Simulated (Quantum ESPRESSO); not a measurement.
**FeO in Quantum ESPRESSO: convergence with k mesh**

FeO:

```
Fe O
1.0
     1.51768    0.87623    2.51579
    -1.51768    0.87623    2.51579
     0.00000   -1.75247    2.51579
Fe O
1 1
Direct
  0.01970 0.94483 0.05418
  0.50386 0.51616 0.51556
```

The cell isn't the ideal one: atoms moved at random, drawn with an rms of 0.15 Å.

- Program: Quantum ESPRESSO 7.5
- Task: single point
- Functional: PBE
- Potentials or basis: SSSP 1.3 efficiency PBE
- Cutoff: 871 eV
- Density cutoff: 10640 eV
- k mesh: 1 × 1 × 1
- Occupations: cold, width 0.1 eV
- Spin: collinear spin, ferromagnetic start
- Starting moments: [3.0, 0.0] μB

These are the settings of the first run; the series varies k mesh, with any setting tied to it.

Hardware: 1 thread of Arm Neoverse V2, on a shared host.

**Question.** The values tried are 1 × 1 × 1, 2 × 2 × 2, 3 × 3 × 3, 4 × 4 × 4, 5 × 5 × 5, 6 × 6 × 6, 7 × 7 × 7, 8 × 8 × 8, loosest first. From which on does the gap on the mesh stay within 0.01 eV of the tightest run that finished?

**Answer.** From 2 × 2 × 2 on.

```csv
k mesh,"energy less the tightest run, at zero smearing (meV/atom)",pressure (GPa),largest force (eV/Å),absolute moment (μB),gap on the mesh (eV),SCF cycles,CPU time (s),peak memory (GiB)
1 × 1 × 1,3529.02,17.27,8.230,4.03,0.519,20,22,0.24
2 × 2 × 2,299.66,8.47,0.625,4.27,0.000,21,32,0.24
3 × 3 × 3,62.59,2.49,0.530,4.03,0.000,19,37,0.24
4 × 4 × 4,8.82,1.35,0.611,4.02,0.000,16,53,0.26
5 × 5 × 5,-4.97,1.04,0.599,4.02,0.000,13,66,0.28
6 × 6 × 6,2.90,1.11,0.556,4.02,0.000,14,110,0.32
7 × 7 × 7,-3.22,0.82,0.591,4.01,0.000,14,170,0.36
8 × 8 × 8,0.00,0.99,0.577,4.01,0.000,14,240,0.43
```

Against the tightest run, the absolute moment stays within 0.02 μB from 4 × 4 × 4 on. Not settled before the last step: the energy (to 1 meV/atom), the pressure (to 0.1 GPa), the largest force (to 0.005 eV/Å). Meshes of other sizes hit other points, so gaps and Fermi surfaces needn't settle smoothly. The tightest run that finished is the yardstick and may itself not be fully converged.

Caveat, for the tightest run too: the k mesh is coarse; a cell with one magnetic atom can't hold antiferromagnetic order, which such compounds often take; semilocal functionals often make such compounds metallic where correlation or magnetic order opens a gap, which also shifts bond lengths.
